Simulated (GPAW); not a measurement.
Sb in GPAW: convergence with plane-wave cutoff (eV)

Crystal: Sb.

```xyz
2
Lattice="3.3545 0.0000 0.0000 -1.6773 2.9051 0.0000 0.0000 0.0000 5.4702" Properties=species:S:1:pos:R:3 pbc="T T T"
Sb    1.6773    0.9684    4.1026
Sb    0.0000    1.9367    1.3675
```

This isn't the form of Sb at room conditions, which is rhombohedral.

| Property | Result |
| --- | --- |
| Program | GPAW 26.7.0 |
| Task | convergence study |
| Functional | PBE |
| Potentials or basis | GPAW PAW data sets (gpaw-data 1.2.1) |
| Cutoff | 200 eV |
| Basis | pw |
| k mesh | 7 × 7 × 4 |
| Occupations | fermi-dirac, width 0.05 eV |
| Spin | no spin polarisation |

These are the settings of the first run; the series varies plane-wave cutoff (eV), with any setting tied to it.

Hardware: 1 thread of Intel(R) Xeon(R) 6975P-C (Granite Rapids), on a shared host.

```
plane-wave cutoff (eV)  energy less the tightest run, at zero smearing (meV/atom)  pressure (GPa)  SCF cycles  CPU time (s)  peak memory (GiB)
                   200                                                    1040.29           -3.66           8             4               0.12
                   250                                                     926.93           -2.47           9           4.4               0.12
                   300                                                     622.21           -6.69           8           4.9               0.13
                   350                                                     312.31           -5.47           8           5.7               0.14
                   400                                                     127.03           -2.56           9           6.7               0.14
                   500                                                      11.30            0.86           9            11               0.15
                   600                                                       0.72            1.47           9           9.5               0.16
                   800                                                       0.21            1.50           9            20               0.19
                  1000                                                       0.00            1.50           9            23               0.22
```

Against the tightest run, the energy stays within 1 meV/atom from 600 on; the pressure stays within 0.1 GPa from 600 on. The tightest run that finished is the yardstick and may itself not be fully converged.

Spin-orbit coupling is left out, which matters for the levels of Sb.
